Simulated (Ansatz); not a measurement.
Crystal: Yb.

```xyz
1
Lattice="0.0000 2.7431 2.7431 2.7431 0.0000 2.7431 2.7431 2.7431 0.0000" Properties=species:S:1:pos:R:3 pbc="T T T"
Yb    0.0000    0.0000    0.0000
```

Base run:

| Property | Result |
| --- | --- |
| Program | Ansatz 0.2.0 |
| Functional | PBE |
| Potentials or basis | all-electron LAPW, scalar-relativistic |
| Cutoff | 171 eV |
| Density cutoff | 684 eV |
| Basis error allowed | 0.001 eV/atom |
| k mesh | 8 × 8 × 8 |
| Occupations | fermi-dirac, width 0.05 eV |
| Spin | collinear spin, ferromagnetic start |
| Starting moments | [1.0] μB |

Its results: band gap on the k mesh none (metal or under the smearing width); pressure -2.1 GPa; net moment 0.00 μB per cell.

Task: The run is repeated on the same cell with these changes: functional from PBE to PBEsol. What comes out?

Result: Band gap on the k mesh none (metal or under the smearing width); pressure -3.3 GPa; net moment 0.00 μB per cell.

PBEsol binds more tightly than PBE, so the same cell stands under less pressure.

Caveats: an open f shell can end in a state above the lowest; spin-orbit coupling is left out, which moves the levels of the heavy elements.

Not every run made on this cell is shown here.
